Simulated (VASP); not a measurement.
Set up this calculation in VASP 6.6.1, as the native input.

```yaml
Task: single point
Functional: PBE
Potentials_or_basis: VASP PAW PBE potentials, release 64 (Ca_sv_GW)
Cutoff: 600 eV
k_mesh: 5 × 5 × 1
Occupations: fermi-dirac, width 0.05 eV
Spin: no spin polarisation
Dipole_correction: yes
Further_INCAR_settings: ALGO = Normal; EDIFF = 1e-06; NBANDS = 33
```

The structure of Ca lies in POSCAR:

```
Ca
1.0
    4.1929749200      0.0000000000      0.0000000000
    0.0000000000      4.2034636200      0.0000000000
    0.0000000000      0.0000000000     24.7814098400
Ca
5
Direct
    0.0000000000      0.0000000000      0.3026462194
    0.5000000000      0.5000000000      0.4013231097
    0.0000000000      0.0000000000      0.5000000000
    0.5000000000      0.5000000000      0.5986768903
    0.0000000000      0.0000000000      0.6973537806
```

The slab is cut from a database's or a generator's crystal, which needn't be the stable form of the element.

These files were run (other wordings do the same):

INCAR

```
SYSTEM = Ca
PREC     = Accurate       ! precision mode
ENCUT    = 600            ! plane-wave cutoff, eV
EDIFF    = 1E-6           ! SCF threshold, eV
ISMEAR   = -1             ! smearing method
SIGMA    = 0.05           ! smearing width, eV
LREAL    = .False.        ! projectors in reciprocal space
LASPH    = .True.         ! aspherical terms in the spheres
NELM     = 100            ! most SCF steps
ALGO     = Normal         ! electronic algorithm
ISIF     = 2              ! what is computed and relaxed
LWAVE    = .False.        ! write WAVECAR
LCHARG   = .False.        ! write CHGCAR
LDIPOL   = .True.       
IDIPOL   = 3            
DIPOL    = 0.5 0.5 0.500
GGA      = PE             ! functional
NBANDS   = 33             ! bands
```

KPOINTS

```
Automatic mesh
0
Gamma
  5 5 1
  0 0 0
```

Potentials or basis: VASP PAW PBE potentials, release 64 (Ca_sv_GW).

Run with:

```sh
$ cat potpaw_PBE.64/Ca_sv_GW/POTCAR > POTCAR
$ mpirun -np 1 vasp_std > vasp.out
```

Results of the run:

```yaml
Largest_force: 0.019 eV/Å
Band_gap_on_the_k_mesh: none (metal or under the smearing width)
```

Wall time 3.8 min on 1 thread of Intel(R) Xeon(R) Platinum 8488C (Sapphire Rapids), with other jobs on the host, peak memory 0.58 GiB.
